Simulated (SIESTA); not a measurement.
**HfO2 under changes of volume**

One of the cells (11.130 Å³/atom); the others are scaled copies at fixed shape and fractional positions:

```
Hf O
1.0
     3.58158    0.00000    0.00000
     0.00000    3.58158    0.00000
     0.00000    0.00000    5.20611
Hf O
2 4
Cartesian
  0.0000 0.0000 0.0000
  1.7908 1.7908 2.6031
  0.0000 1.7908 1.0267
  1.7908 0.0000 1.5764
  1.7908 0.0000 4.1794
  0.0000 1.7908 3.6297
```

Measurements of this composition are mostly on another form, of space group No. 14.

| Property | Result |
| --- | --- |
| Program | SIESTA 5.4.2 |
| Functional | PBEsol |
| Potentials or basis | PseudoDojo 0.4 standard (PBEsol files) |
| Basis | DZP (energy shift 0.003 Ry; two zetas on semicore shells) |
| Grid cutoff | 800 Ry |
| Energy shift | 0.003 Ry |
| k mesh | 8 × 8 × 5 |
| Occupations | fermi-dirac, width 0.05 eV |
| Spin | no spin polarisation |

```tsv
volume (Å³/atom)	energy over the lowest point (meV/atom)	pressure (GPa)	gap on the mesh (eV)	largest force (eV/Å)
10.257	55.66	23.1	4.71	0.614
10.476	29.13	16.0	4.65	0.479
10.694	11.56	9.9	4.58	0.356
11.130	0.00	-0.9	4.45	0.126
11.349	?	?	?	?
11.567	14.95	-9.7	4.32	0.067
```

Task: What does the run at 11.349 Å³/atom give?

Result: Energy over the lowest point 4.49 meV/atom; pressure -5.5 GPa; gap on the mesh 4.38 eV; largest force 0.028 eV/Å.

Worked out: A Birch-Murnaghan fit of order 3 (a polynomial in V^(-2/3)) to the other rows has its minimum at 11.09 Å³/atom with B0 = V·E''(V) = 252 GPa and B' = 4.0 at fixed shape and positions, which overstates the stiffness. It gives 4.48 meV/atom at 11.349 Å³/atom, against the run's 4.49, and -dE/dV = -5.6 GPa, against -5.5. A straight line through the other rows of the gap, of slope -3.26 eV per unit of ln V, gives 4.38 eV, against the run's 4.38.

Energies are extrapolated to zero smearing.

Caveats: short orbitals over semicore shells can move pressures by several GPa; spin-orbit coupling is left out, which moves the levels of the heavy elements; an odd mesh through Γ misses points on the zone boundary, where band edges often lie; the basis of atomic orbitals isn't converged, which shifts pressures, moduli and gaps.
